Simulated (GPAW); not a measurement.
SiNi3:

```
Ni Si
1.0
     3.54200    0.00000    0.00000
     0.00000    3.54200    0.00000
     0.00000    0.00000    3.54200
Ni Si
3 1
Direct
  0.50000 0.50000 0.00000
  0.50000 0.00000 0.50000
  0.00000 0.50000 0.50000
  0.00000 0.00000 0.00000
```

Base run:

| Item | Value |
| --- | --- |
| Program | GPAW 26.7.0 |
| Functional | RPBE |
| Potentials or basis | the program's PAW data sets (release 1.2.1) made for this functional |
| Cutoff | 600 eV |
| Basis | pw |
| k mesh | 5 × 5 × 5 |
| Occupations | fermi-dirac, width 0.05 eV |
| Spin | collinear spin, ferromagnetic start |
| Starting moments | [1.0, 1.0, 1.0, 0.0] μB |

Its results: pressure 0.8 GPa; net moment 0.00 μB per cell.

Q: The run is repeated on the same cell with these changes: functional from RPBE to revPBE; band points from 100 to 60. What comes out?

A: Pressure -0.6 GPa; net moment 0.00 μB per cell.

Caveats: the stock nickel data set gives pressures a few GPa off other programs.
